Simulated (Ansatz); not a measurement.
Starting cell, ZrO₂ (fluorite):

```
CELL_PARAMETERS angstrom
      0.00000     2.55794     2.55794
      2.55794     0.00000     2.55794
      2.55794     2.55794     0.00000
ATOMIC_POSITIONS crystal
  Zr 0.00000 0.00000 0.00000
  O  0.25000 0.25000 0.25000
  O  0.75000 0.75000 0.75000
```

A phonon eigenvector at Γ is frozen into this cell: atom i moves by Q times the vector below, so Q is the largest atomic displacement, in Å. The cell is held. It is one choice among 3 degenerate patterns.

```csv
atom,x,y,z
O2,0.000,0.000,1.000
O3,0.000,0.000,-1.000
```

Atoms not listed stay in place.

All values below come from PBE (plane waves to 420 eV, PAW, scalar-relativistic; Ansatz, a first-principles code). k mesh 11×11×11 (Γ-centred), Fermi-Dirac smearing 0.05 eV. Energies are smeared free energies. This is a high-temperature form of ZrO2. ZrO2 is run without spin polarisation. ZrO2 was relaxed with its symmetry unable to fall. ΔE is measured from the undisplaced structure.

Task: Predict the ΔE (eV/cell) at Q (Å) = -0.280, -0.233, -0.140, 0.047, 0.140, 0.233.

Result: 
```json
[
 {"Q (Å)": "-0.280", "ΔE (eV/cell)": "1.623"},
 {"Q (Å)": "-0.233", "ΔE (eV/cell)": "1.078"},
 {"Q (Å)": "-0.140", "ΔE (eV/cell)": "0.362"},
 {"Q (Å)": "0.047", "ΔE (eV/cell)": "0.039"},
 {"Q (Å)": "0.140", "ΔE (eV/cell)": "0.362"},
 {"Q (Å)": "0.233", "ΔE (eV/cell)": "1.078"}
]
```

(For displaced atoms, the force is minus the slope of the energy, and its curvature is a force constant, which sets phonon frequencies.)
